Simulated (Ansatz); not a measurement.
This geometry of a periodic cell of 46 atoms, Al (surface Al(100), adsorbate Al) is a first-order saddle point. Atoms 1 to 9 are held.

Theory: Ansatz, DFT PBE, scalar-relativistic, plane waves, PAW. Settings: cutoff 420 eV, k mesh 4x4x1, gaussian smearing 0.1 eV, no spin polarisation.

```xyz
46
Lattice="8.5701 0.0000 0.0000 0.0000 8.5701 0.0000 0.0000 0.0000 20.0800" Properties=species:S:1:pos:R:3
Al 0.000 0.000 6.000
Al 2.857 0.000 6.000
Al 5.713 0.000 6.000
Al 0.000 2.857 6.000
Al 2.857 2.857 6.000
Al 5.713 2.857 6.000
Al 0.000 5.713 6.000
Al 2.857 5.713 6.000
Al 5.713 5.713 6.000
Al 1.432 1.428 8.089
Al 4.282 1.428 8.089
Al 7.142 1.428 8.101
Al 1.430 4.279 8.095
Al 4.283 4.279 8.095
Al 7.142 4.286 8.097
Al 1.430 7.148 8.095
Al 4.283 7.148 8.095
Al 7.142 7.141 8.097
Al 0.001 0.003 10.117
Al 2.857 -0.005 10.110
Al 5.712 0.003 10.117
Al 0.001 2.854 10.117
Al 2.857 2.862 10.110
Al 5.712 2.854 10.117
Al -0.009 5.713 10.114
Al 2.857 5.713 10.121
Al 5.722 5.713 10.114
Al 1.417 1.428 12.128
Al 4.297 1.428 12.128
Al 7.142 1.428 12.177
Al 1.417 4.285 12.127
Al 4.297 4.285 12.127
Al 7.142 4.281 12.154
Al 1.417 7.142 12.127
Al 4.297 7.142 12.127
Al 7.142 7.145 12.154
Al 0.017 0.011 14.279
Al 2.857 -0.069 14.157
Al 5.697 0.011 14.279
Al 0.017 2.846 14.279
Al 2.857 2.925 14.157
Al 5.697 2.846 14.279
Al 0.001 5.713 14.236
Al 2.857 5.713 14.208
Al 5.713 5.713 14.236
Al 2.857 1.428 16.407
```

(1) Which two structures does it join? (They come from a converged band through this point; their orientation in space is the band's.)

(2) How far does it lie above each of them?

Results:

(1) Contacts lost: Al37–Al46, Al40–Al46. Contacts made: Al39–Al46, Al42–Al46. The atom that moves furthest is Al46, by 2.86 Å.

Image 0:

```xyz
46
Lattice="8.5701 0.0000 0.0000 0.0000 8.5701 0.0000 0.0000 0.0000 20.0800" Properties=species:S:1:pos:R:3
Al 0.000 0.000 6.000
Al 2.857 0.000 6.000
Al 5.713 0.000 6.000
Al 0.000 2.857 6.000
Al 2.857 2.857 6.000
Al 5.713 2.857 6.000
Al 0.000 5.713 6.000
Al 2.857 5.713 6.000
Al 5.713 5.713 6.000
Al 1.428 1.428 8.105
Al 4.284 1.428 8.078
Al 7.142 1.428 8.078
Al 1.428 4.284 8.078
Al 4.278 4.278 8.073
Al 7.149 4.278 8.073
Al 1.428 7.142 8.078
Al 4.278 7.149 8.073
Al 7.149 7.149 8.073
Al 0.001 0.001 10.119
Al 2.855 0.001 10.119
Al 5.713 0.006 10.089
Al 0.001 2.855 10.119
Al 2.855 2.855 10.119
Al 5.713 2.851 10.089
Al 0.006 5.713 10.088
Al 2.851 5.713 10.089
Al 5.713 5.713 10.065
Al 1.428 1.428 12.291
Al 4.292 1.428 12.122
Al 7.135 1.428 12.122
Al 1.428 4.292 12.122
Al 4.297 4.297 12.068
Al 7.130 4.297 12.068
Al 1.428 7.135 12.122
Al 4.297 7.130 12.068
Al 7.130 7.130 12.068
Al -0.124 -0.124 14.219
Al 2.981 -0.124 14.220
Al 5.713 -0.010 14.170
Al -0.124 2.981 14.220
Al 2.981 2.981 14.220
Al 5.713 2.867 14.170
Al -0.010 5.713 14.170
Al 2.867 5.713 14.170
Al 5.713 5.713 14.151
Al 1.428 1.428 15.708
```

Image 4:

Only the atoms that move by more than 0.05 Å are listed.
```
Al28 1.422 1.428 12.122
Al29 4.285 1.428 12.291
Al31 1.417 4.297 12.068
Al32 4.285 4.292 12.122
Al34 1.417 7.130 12.068
Al35 4.285 7.135 12.122
Al37 0.000 -0.010 14.170
Al38 2.733 -0.124 14.219
Al39 5.837 -0.124 14.220
Al40 0.000 2.867 14.170
Al41 2.733 2.981 14.220
Al42 5.837 2.981 14.220
Al46 4.285 1.428 15.708
```

(2) 0.57 eV above the first and 0.57 eV above the second. This is the barrier of this one path; another mechanism may lie lower. Limits of this set-up: thin slab, slab without dipole correction.

Run time: 22 min on 8 CPU threads of a shared host.
